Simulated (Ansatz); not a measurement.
# Phonons of Au-Ta stack of (100) layers

The plan: relax Au-Ta stack of (100) layers, check its phonons, and, if the lattice is stable, compute its Eliashberg function and ρ(T).

Main program and level: Ansatz 0.2.0; DFT PBEsol, scalar-relativistic, plane waves, PAW; PAW set soft_1.

Most raw output is cut from this account.

### Step 1. The structure

The cell holds 2 atoms: 1 Au and 1 Ta. Its edges and angles: a = 2.949 Å, b = 2.949 Å, c = 13.085 Å, α = 90.0°, β = 90.0°, γ = 90.0°. Vacuum lies along c.

### Step 2. Rough relaxation

Large forces or a large pressure at the start call for a first relaxation with loose thresholds.

input.yaml

```yaml
crystal:
  lattice:
    - [2.94887, 0.0, 0.0]
    - [0.0, 2.94887, 0.0]
    - [0.0, 0.0, 13.08517]
  atoms:
    - { symbol: Au, position: [0.0, 0.0, 0.42032318] }
    - { symbol: Ta, position: [0.5, 0.5, 0.57967682] }
  periodic: [true, true, false]
kpoints:
  mp_grid: { grid: [6, 6, 1] }
hamiltonian:
  xc: pbesol
  pseudopotentials: { kind: paw, azcp: { folder: soft_1 }, xc_functional: pbe }
scf:
  occupations: { method: gaussian, width: 0.1 }
output:
  forces: true
  stress: true
  eigenvalues: true
relax:
  adjacent_minimum: "off"
  f_tol: 0.05
  max_steps: 80
  cell: { stress_2d_tol: 0.02 }
```

The run is started by

```console
> ansatz run input.yaml --threads 4 --pin off --max-ram 12288MiB --backend cpu --events-out ev --progress --plain --runs-dir out
```

The job ended after 9.7 s (4 threads of Arm Neoverse V2, shared host; peak memory 0.49 GiB; 35 s of CPU time).

The steps of the relaxation:

| step | energy less that of the first step (eV) | largest force component (eV/Å) | volume (Å³) |
| --- | --- | --- | --- |
| 1 | 0.0000 | 1.2783 | 243.23 |
| 2 | -0.1132 | 2.5956 | 223.84 |
| 3 | -0.4609 | 0.2190 | 217.49 |
| 4 | -0.4962 | 0.0269 | 208.85 |
| 5 | -0.4970 | 0.0048 | 207.22 |
| 6 | -0.4970 | 0.0000 | 207.43 |
| 7* | -0.4960 | 0.0003 | 207.43 |

Relaxation steps marked * repeat the geometry before them on a plane-wave basis chosen anew for their cell, so energy and pressure can jump there.

Forces are held to the 8 operations that the run works with; a distortion that breaks them can't arise in this run.

| cell as run | before | after | change |
| --- | --- | --- | --- |
| a (Å) | 2.949 | 2.723 | -7.7 % |
| b (Å) | 2.949 | 2.723 | -7.7 % |

The atoms that moved most (Å, along periodic axes as changes of fractional coordinates times the final cell, across vacuum about the mean position):

| atom | dx | dy | dz | length |
| --- | --- | --- | --- | --- |
| Au1 | 0.000 | 0.000 | -0.017 | 0.017 |
| Ta2 | 0.000 | 0.000 | 0.017 | 0.017 |

The relaxed structure:

```xyz
2
Lattice="2.7233 0.0000 0.0000 0.0000 2.7233 0.0000 0.0000 0.0000 27.9703" Properties=species:S:1:pos:R:3
Au    0.0000    0.0000    5.4829
Ta    1.3616    1.3616    7.6023
```

Numbers from this step:

- metallic on mesh: yes
- gap on the k-mesh: 0 eV

The relaxation ends with a largest force component of 2.7e-4 eV/Å.

### Step 3. Relaxing cell and atoms

Lattice constant and positions set the bands and the force constants, so the cell is relaxed first.

input.yaml, the sections that differ from step 2:

```yaml
crystal:
  lattice:
    - [2.7232569539, 0.0, 0.0]
    - [0.0, 2.7232569539, 0.0]
    - [0.0, 0.0, 27.970338939]
  atoms:
    - { symbol: Au, position: [0.0, 0.0, 0.196024728] }
    - { symbol: Ta, position: [0.5, 0.5, 0.2717983481] }
  periodic: [true, true, false]
kpoints:
  mp_grid: { grid: [10, 10, 1] }
relax:
  adjacent_minimum: "off"
  f_tol: 0.005
  max_steps: 80
  cell: { stress_2d_tol: 0.02 }
# hamiltonian, scf, output: as in step 2
```

Run time: 14 s. Hardware: 4 threads; peak memory 0.52 GiB; 53 s of CPU time.

The steps of the relaxation:

| step | energy less that of the first step (eV) | largest force component (eV/Å) | volume (Å³) |
| --- | --- | --- | --- |
| 1 | 0.0000 | 0.1814 | 207.43 |
| 2 | 0.0058 | 0.3532 | 207.93 |
| 3 | -0.0036 | 0.0141 | 209.09 |
| 4 | -0.0036 | 0.0031 | 208.95 |
| 5 | -0.0036 | 0.0000 | 209.00 |
| 6 | -0.0037 | 0.0001 | 209.00 |

The log counts 1 steps on a newly chosen plane-wave basis, not all of them marked here; energy and pressure can jump at such steps. Relaxation step 2 was tried and not accepted.

| cell as run | before | after | change |
| --- | --- | --- | --- |
| a (Å) | 2.723 | 2.734 | +0.4 % |
| b (Å) | 2.723 | 2.734 | +0.4 % |

The atoms that moved most (Å, along periodic axes as changes of fractional coordinates times the final cell, across vacuum about the mean position):

| atom | dx | dy | dz | length |
| --- | --- | --- | --- | --- |
| Au1 | 0.000 | 0.000 | 0.021 | 0.021 |
| Ta2 | 0.000 | 0.000 | -0.021 | 0.021 |

Final coordinates:

```xyz
2
Lattice="2.7335 0.0000 0.0000 0.0000 2.7335 0.0000 0.0000 0.0000 27.9703" Properties=species:S:1:pos:R:3
Au    0.0000    0.0000    5.5042
Ta    1.3668    1.3668    7.5810
```

The relaxation ends with a largest force component of 5.9e-5 eV/Å.

### Step 4. Tight relaxation

No force is left; the cell is relaxed once more with another smearing and tight thresholds.

input.yaml, the sections that differ from step 3:

```yaml
crystal:
  lattice:
    - [2.7335370987, 0.0, 0.0]
    - [0.0, 2.7335370987, 0.0]
    - [0.0, 0.0, 27.970338939]
  atoms:
    - { symbol: Au, position: [0.0, 0.0, 0.1967871017] }
    - { symbol: Ta, position: [0.5, 0.5, 0.2710359744] }
  periodic: [true, true, false]
scf:
  occupations: { method: methfessel_paxton, width: 0.2 }
relax:
  adjacent_minimum: "off"
  f_tol: 0.001
  max_steps: 60
  cell: { stress_2d_tol: 0.002 }
# kpoints, hamiltonian, output: as in step 3
```

Wall time 12 s (4 threads); peak memory 0.52 GiB; 43 s of CPU time.

Little changed from the start: no atom moved by 0.005 Å and no cell edge by 0.1 %.

### Step 5. Phonons by linear response: q 2×2×1, k 6×6×1

Before any scattering is computed, the phonons show whether the structure is a minimum.

input.yaml, the sections that differ from step 4:

```yaml
crystal:
  lattice:
    - [2.7327595062, 0.0, 0.0]
    - [0.0, 2.7327595062, 0.0]
    - [0.0, 0.0, 27.970338939]
  atoms:
    - { symbol: Au, position: [0.0, 0.0, 0.1967741932] }
    - { symbol: Ta, position: [0.5, 0.5, 0.2710488829] }
  periodic: [true, true, false]
kpoints:
  mp_grid: { grid: [6, 6, 1] }
output:
  eigenvalues: true
phonons:
  method: dfpt
  qmesh: [2, 2, 1]
  temperatures: { t_max: 1000, t_step: 50 }
  qpath:
    path: [[0.0, 0.0, 0.0], [0.0, 0.5, 0.0], [0.5, 0.5, 0.0], [0.0, 0.0, 0.0]]
    npoints: 10
# hamiltonian, scf: as in step 4
# relax: removed
```

Wall time 27 s (4 threads); peak memory 0.75 GiB; 100 s of CPU time.

This step gave:

| Property | Result |
| --- | --- |
| share of imaginary modes in the plain interpolation between solved wavevectors | 0.1995 |
| highest frequency, solved or plainly interpolated | 177.2 cm⁻¹ |

Solved on the 2×2×1 mesh alone; all other wavevectors are interpolated. Phonon branches along the path, in cm⁻¹:

| point | branch 1 | branch 2 | branch 3 | branch 4 | branch 5 | branch 6 |
| --- | --- | --- | --- | --- | --- | --- |
| Γ | 0 | 0 | 0 | 84 | 84 | 132 |
| halfway | -54 | -30 | 68 | 88 | 128 | 137 |
| X | -76 | -48 | 52 | 72 | 163 | 171 |
| halfway | -88 | 76 | 117 | 118 | 166 | 169 |
| M | -98 | 79 | 156 | 156 | 177 | 177 |
| halfway | -73 | 82 | 106 | 126 | 129 | 133 |
| Γ | 0 | 0 | 0 | 84 | 84 | 132 |

Lowest modes at the softest wavevector of the mesh. Modes at q = (0.500, 0.500, 0.000), with each element's share of the kinetic energy (negative means imaginary):

| mode | frequency (cm⁻¹) | Au % | Ta % |
| --- | --- | --- | --- |
| 1 | -98.4 | 0 | 100 |
| 2 | 78.6 | 100 | 0 |
| 3 | 156.2 | 80 | 20 |
| 4 | 156.2 | 80 | 20 |
| 5 | 177.2 | 20 | 80 |
| 6 | 177.2 | 20 | 80 |

Displacements in mode 1 (-98.4 cm⁻¹), the largest set to 1, in the home cell:
```
Au1  0.00  0.00  0.00
Ta2  0.00  0.00 -1.00
```

Displacements in mode 5 (177.2 cm⁻¹), the largest set to 1, in the home cell:
```
Au1  0.13  0.48  0.00
Ta2 -1.00 -0.28  0.00
```

Among the solved wavevectors the lowest mode, translations apart, is -98.4 cm⁻¹, imaginary.

### Step 6. Phonons: q 3×3×1, k 9×9×1

An imaginary mode on so few k-points may come from the sampling, so the phonons are repeated with another q and k mesh.

input.yaml: that of step 5 with these lines changed.

```diff
@@ -10,3 +10,3 @@
 kpoints:
-  mp_grid: { grid: [6, 6, 1] }
+  mp_grid: { grid: [9, 9, 1] }
 hamiltonian:
@@ -20,3 +20,3 @@
   method: dfpt
-  qmesh: [2, 2, 1]
+  qmesh: [3, 3, 1]
   temperatures: { t_max: 1000, t_step: 50 }
```

It took 67 s on 4 threads; peak memory 1.1 GiB; 4.3 min of CPU time.

Numbers from this step:

* share of imaginary modes in the plain interpolation between solved wavevectors: 0.0665
* highest frequency, solved or plainly interpolated: 172.7 cm⁻¹

Solved on the 3×3×1 mesh alone; all other wavevectors are interpolated. Phonon branches along the path, in cm⁻¹:

| point | branch 1 | branch 2 | branch 3 | branch 4 | branch 5 | branch 6 |
| --- | --- | --- | --- | --- | --- | --- |
| Γ | 0 | 0 | 0 | 88 | 88 | 138 |
| halfway | -48 | 45 | 71 | 92 | 134 | 147 |
| X | -77 | 60 | 82 | 93 | 167 | 173 |
| halfway | 71 | 86 | 87 | 120 | 153 | 169 |
| M | 73 | 90 | 126 | 126 | 167 | 167 |
| halfway | 57 | 74 | 107 | 110 | 128 | 145 |
| Γ | 0 | 0 | 0 | 88 | 88 | 138 |

Lowest modes at the softest wavevector of the mesh. Modes at q = (0.000, 0.333, 0.000), with each element's share of the kinetic energy (negative means imaginary):

| mode | frequency (cm⁻¹) | Au % | Ta % |
| --- | --- | --- | --- |
| 1 | -63.4 | 7 | 93 |
| 2 | 60.5 | 59 | 41 |
| 3 | 64.9 | 93 | 7 |
| 4 | 100.1 | 41 | 59 |
| 5 | 152.0 | 34 | 66 |
| 6 | 158.0 | 67 | 33 |

Displacements in mode 1 (-63.4 cm⁻¹), the largest set to 1, in the home cell (x, y, z of the real part, then of the imaginary part):
```
Au1  0.13  0.00  0.00 -0.22  0.00  0.00
Ta2  1.00  0.00  0.00  0.03  0.00  0.00
```

Displacements in mode 4 (100.1 cm⁻¹), the largest set to 1, in the home cell (x, y, z of the real part, then of the imaginary part):
```
Au1  0.00  0.44 -0.49  0.00  0.38  0.56
Ta2  0.00 -0.12  0.98  0.00  0.64  0.19
```

The modes has structure finer than the step of the table below, so its rows give means over 10 cm⁻¹, whole bins alone (the curve runs from -87 to 188 cm⁻¹). Peaks (cm⁻¹: height): Au 77.0: 0.0343, 89.1: 0.0555, 97.8: 0.0315, 116.7: 0.0187, 127.1: 0.0145, 140.9: 0.0264, 166.8: 0.0458; Ta 44.2: 0.0134, 75.3: 0.0373, 97.8: 0.0346, 116.7: 0.0159, 127.1: 0.0248, 140.9: 0.0285, 151.3: 0.0263.

Phonopy on the run's constants, 21x21x1 mesh, Gaussian sigma 2.0 cm⁻¹. Modes against wavenumber; means over each step; values in 1/cm⁻¹/cell:

| wavenumber (cm⁻¹) | Au | Ta |
| --- | --- | --- |
| -80 | 7.4e-6 | 0.00169 |
| -70 | 1.0e-4 | 0.00645 |
| -60 | 2.6e-4 | 0.00715 |
| -50 | 4.7e-4 | 0.00471 |
| -40 | 7.0e-4 | 0.00642 |
| -30 | 0.00103 | 0.00489 |
| -20 | 0.00107 | 0.00246 |
| -10 | 9.2e-4 | 0.00157 |
| 0 | 4.3e-4 | 4.7e-4 |
| 10 | 0.00190 | 0.00364 |
| 20 | 0.00385 | 0.00438 |
| 30 | 0.00453 | 0.00787 |
| 40 | 0.00658 | 0.0104 |
| 50 | 0.00726 | 0.0104 |
| 60 | 0.0157 | 0.0138 |
| 70 | 0.0244 | 0.0238 |
| 80 | 0.0284 | 0.0243 |
| 90 | 0.0375 | 0.0250 |
| 100 | 0.0286 | 0.0286 |
| 110 | 0.0136 | 0.0132 |
| 120 | 0.0116 | 0.0142 |
| 130 | 0.0106 | 0.0164 |
| 140 | 0.0185 | 0.0201 |
| 150 | 0.0222 | 0.0229 |
| 160 | 0.0306 | 0.0190 |
| 170 | 0.0287 | 0.00612 |
| 180 | 4.7e-4 | 4.4e-5 |

No LO-TO term; unit eigenvectors of the mass-weighted matrix. Modes at Γ, with each element's share of the kinetic energy:

| mode | frequency (cm⁻¹) | symmetry | Au % | Ta % |
| --- | --- | --- | --- | --- |
| 1 | 0.0 | unnamed | 52 | 48 |
| 2 | 0.0 | unnamed | 52 | 48 |
| 3 | 0.0 | unnamed | 52 | 48 |
| 4 | 87.9 | E | 48 | 52 |
| 5 | 87.9 | E | 48 | 52 |
| 6 | 138.5 | A1 | 48 | 52 |

Displacements in mode 5 (87.9 cm⁻¹), the largest set to 1:
```
Au1 -0.92 -0.20  0.00
Ta2  1.00  0.22  0.00
```

Displacements in mode 6 (138.5 cm⁻¹), the largest set to 1:
```
Au1  0.00  0.00 -0.92
Ta2  0.00  0.00  1.00
```

Among the solved wavevectors the lowest mode, translations apart, is -63.4 cm⁻¹, imaginary.

### Step 7. Lattice stability: Fermi–Dirac smearing of 0.3 eV

The phonons are repeated on the same meshes with a wide Fermi–Dirac smearing, to see whether the soft mode comes from sharp features of the Fermi surface.

input.yaml: that of step 6 with these lines changed.

```diff
@@ -15,3 +15,3 @@
 scf:
-  occupations: { method: methfessel_paxton, width: 0.2 }
+  occupations: { method: fermi_dirac, width: 0.3 }
 output:
```

Wall time 74 s (4 threads); peak memory 1.2 GiB; 4.7 min of CPU time.

Numbers from this step:

| Item | Value |
| --- | --- |
| share of imaginary modes in the plain interpolation between solved wavevectors | 0.0454 |
| highest frequency, solved or plainly interpolated | 176 cm⁻¹ |

Solved on the 3×3×1 mesh alone; all other wavevectors are interpolated. The phonon branches at the labelled points (cm⁻¹):

| point | branch 1 | branch 2 | branch 3 | branch 4 | branch 5 | branch 6 |
| --- | --- | --- | --- | --- | --- | --- |
| Γ | 0 | 0 | 0 | 86 | 86 | 138 |
| halfway | -36 | 44 | 71 | 90 | 131 | 147 |
| X | -57 | 57 | 78 | 81 | 170 | 172 |
| halfway | 71 | 85 | 110 | 119 | 169 | 170 |
| M | 64 | 91 | 152 | 152 | 176 | 176 |
| halfway | 54 | 85 | 109 | 118 | 130 | 147 |
| Γ | 0 | 0 | 0 | 86 | 86 | 138 |

Lowest modes at the softest wavevector of the mesh. Modes at q = (0.000, -0.333, 0.000), with each element's share of the kinetic energy (negative means imaginary):

| mode | frequency (cm⁻¹) | Au % | Ta % |
| --- | --- | --- | --- |
| 1 | -46.6 | 11 | 89 |
| 2 | 57.1 | 53 | 47 |
| 3 | 63.5 | 89 | 11 |
| 4 | 93.2 | 45 | 55 |
| 5 | 150.5 | 51 | 49 |
| 6 | 159.5 | 51 | 49 |

Displacements in mode 1 (-46.6 cm⁻¹), the largest set to 1, in the home cell (x, y, z of the real part, then of the imaginary part):
```
Au1  0.19  0.00  0.00  0.29  0.00  0.00
Ta2  1.00  0.00  0.00 -0.05  0.00  0.00
```

Displacements in mode 6 (159.5 cm⁻¹), the largest set to 1, in the home cell (x, y, z of the real part, then of the imaginary part):
```
Au1  0.00  0.89 -0.25  0.00  0.45  0.50
Ta2  0.00  0.83 -0.34  0.00 -0.55 -0.52
```

Among the solved wavevectors the lowest mode, translations apart, is -46.6 cm⁻¹, imaginary.

### Step 8. Results

- phonon run of the rows without a label of their own: PBEsol, q 3×3×1, k 9×9×1
- softest mode on the q mesh: -63.4 cm⁻¹ at q = (0, 0.333, 0)
- highest frequency, solved or plainly interpolated: 173 cm⁻¹

In words: The lattice is dynamically unstable at this level: a mode at q = (0, 0.333, 0) is imaginary, 63.4i cm⁻¹, so no harmonic coupling constant or resistivity is defined for this structure. These meshes are coarse, and single modes of a metal can move by tens of cm⁻¹ with the k mesh. The coarser mesh found an imaginary mode at another wavevector, which this mesh lacks. Spin–orbit coupling, left out here, matters for Au and Ta. The PAW files were made for PBE; under other functionals the run regenerates their frozen core. The structure was built by hand as an ordered model, and its stability against other phases was not tested.

[Logs are printed without paths, hosts, clocks, repeated set-up lines and the standing remarks that a program may print on its own settings, such as how far it seeks lower states.]

[Hosts, paths, dates, database ids (printed as entryN), source tags and the programs' standing remarks are cut or masked in the printed files.]
